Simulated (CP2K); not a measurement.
Zn:

```xyz
1
Lattice="2.7786 0.0000 0.0000 1.3893 2.4063 0.0000 1.3893 0.8021 2.2687" Properties=species:S:1:pos:R:3 pbc="T T T"
Zn    0.0000    0.0000    0.0000
```

This isn't the form of Zn at room conditions, which is hcp.

Base run:

* Program: CP2K 2026.2
* Functional: RPBE
* Potentials or basis: POTENTIAL_UZH Zn GTH-PBE-q12; TZVP-MOLOPT-PBE-GTH basis
* Density cutoff: 6123 eV
* k mesh: 12 × 12 × 12
* Occupations: gaussian, width 0.05 eV
* Spin: no spin polarisation

Its results: band gap on the k mesh none (metal or under the smearing width); pressure 2.3 GPa.

Problem. The run is repeated on the same cell with these changes: functional from RPBE to PBEsol; occupations from gaussian, width 0.05 eV to gaussian, width 0.1 eV. What comes out?

Solution. Band gap on the k mesh none (metal or under the smearing width); pressure -5.0 GPa.

Caveats: the potentials were made for another functional, which shifts forces and pressure; the basis of atomic orbitals isn't converged, which shifts pressures, moduli and gaps.
